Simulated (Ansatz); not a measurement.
**TiPbO$_{3}$, a database entry at a rescaled volume**

```
Pb Ti O
1.0
     3.95550    3.95550    0.00000
     0.00000    3.95550    3.95550
     3.95550    0.00000    3.95550
Pb Ti O
2 2 6
Direct
  0.00000 0.00000 0.00000
  0.50000 0.50000 0.50000
  0.25000 0.25000 0.25000
  0.75000 0.75000 0.75000
  0.00000 0.50000 0.00000
  0.50000 0.00000 0.50000
  0.00000 0.00000 0.50000
  0.50000 0.50000 0.00000
  0.00000 0.50000 0.50000
  0.50000 0.00000 0.00000
```

Single point in Ansatz 0.2.0 with r2SCAN, no spin polarisation. Cutoff 500 eV, PAW datasets, 6×6×6 Γ-centred k mesh, fermi-dirac filling (width 0.1 eV).

(1) Is it stable against the elements?

(2) Are the atoms at rest?

(3) What does the stress say?

(4) What is the character of the valence top and the conduction bottom?

(5) What do density and ELF say about some of the short contacts?

(6) How is the charge shared?

(7) What is the band gap?

Origin: a database entry at a rescaled volume. Caveats: no spin-orbit coupling, which can shift this gap by tenths of an eV.

Results:

(1) -2.52 eV an atom against the elements' usual phases (free molecules for gases, crystals otherwise, with no correction for O₂ or N₂), so it is bound against them; other compounds may still compete. Relaxing would lower it.

(2) The forces vanish by the symmetry of the sites.

(3) The pressure is -2.9 GPa (compression positive), so with the atoms held at these fractions the cell would first shrink.

(4) Within 0.7 eV of the edges, the states project mainly on O p (88 %) below the gap and on Ti d (91 %) above it.

(5) Ti–O at 1.98 Å: least valence density 0.67 e/Å³ and ELF 0.20 there. Pb–O at 2.80 Å: least valence density 0.17 e/Å³ and ELF 0.09 there, a closed-shell (ionic or weak) contact. These are pseudo-fields; inside the PAW spheres they differ from the all-electron ones.

(6) Bader charges in e: Ti +2.35, Pb +1.45, O -1.27. In the mean Ti gives up most and O takes most.

(7) The gap is 1.94 eV, indirect (the least direct gap found is 1.94 eV).
